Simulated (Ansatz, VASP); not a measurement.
## Si: VASP beside Ansatz

Contents of INCAR:

```
SYSTEM = Si
PREC = Accurate
ENCUT = 600
EDIFF = 1E-6
ISMEAR = 0
SIGMA = 0.02
LREAL = .FALSE.
LASPH = .TRUE.
NELM = 60
ALGO = Normal
ISIF = 3
LWAVE = .FALSE.
LCHARG = .FALSE.
GGA = PS
IBRION = 2
NSW = 100
EDIFFG = -0.005
```

KPOINTS

```
regular mesh
0
G
  12 12 12
  0 0 0
```

Contents of POSCAR:

```
Si
1.0
    0.0000000000      2.7169171026      2.7169171026
    2.7169171026      0.0000000000      2.7169171026
    2.7169171026      2.7169171026      0.0000000000
Si
2
Direct
    0.7500000000      0.7500000000      0.7500000000
    0.5000000000      0.5000000000      0.5000000000
```

Input for Ansatz:

```yaml
crystal:
  lattice:
    - [0.0, 2.7169171026, 2.7169171026]
    - [2.7169171026, 0.0, 2.7169171026]
    - [2.7169171026, 2.7169171026, 0.0]
  atoms:
    - { symbol: Si, position: [0.75, 0.75, 0.75] }
    - { symbol: Si, position: [0.5, 0.5, 0.5] }
basis:
  ecutwfc: 420
kpoints:
  mp_grid: { grid: [12, 12, 12] }
hamiltonian:
  xc: pbesol
scf:
  occupations: { method: gaussian, width: 0.02 }
output:
  forces: true
  stress: true
  eigenvalues: true
relax:
  adjacent_minimum: "off"
  f_tol: 0.005
  max_steps: 80
  cell: { stress_tol: 0.05 }
```

Alike in both runs: task relaxation of cell and atoms; functional PBEsol; k mesh 12 × 12 × 12; occupations gaussian, width 0.02 eV; no spin polarisation.

```csv
,VASP,Ansatz
version,VASP 6.6.1,Ansatz 0.2.0
potentials or method,"VASP PAW PBE potentials, release 64 (Si)","scalar-relativistic, plane waves, PAW"
plane-wave cutoff (eV),600,420
valence electrons in the cell,8,8
```

Ansatz gave:

| Quantity | Value |
| --- | --- |
| gap on the k mesh at the Fermi level, each at its own relaxed structure (eV) | 0.46 |
| relaxed volume (Å³/atom) | 20.06 |
| relaxed cell length with the largest relative difference (Å) | 3.842 |

**Question.** What did VASP give for the same quantities?

**Answer.** gap on the k mesh at the Fermi level, each at its own relaxed structure (eV): 0.46; relaxed volume (Å³/atom): 20.08; relaxed cell length with the largest relative difference (Å): 3.844.

Caveats: the PAW data sets were made with another functional, which shifts forces and pressure a little (VASP).
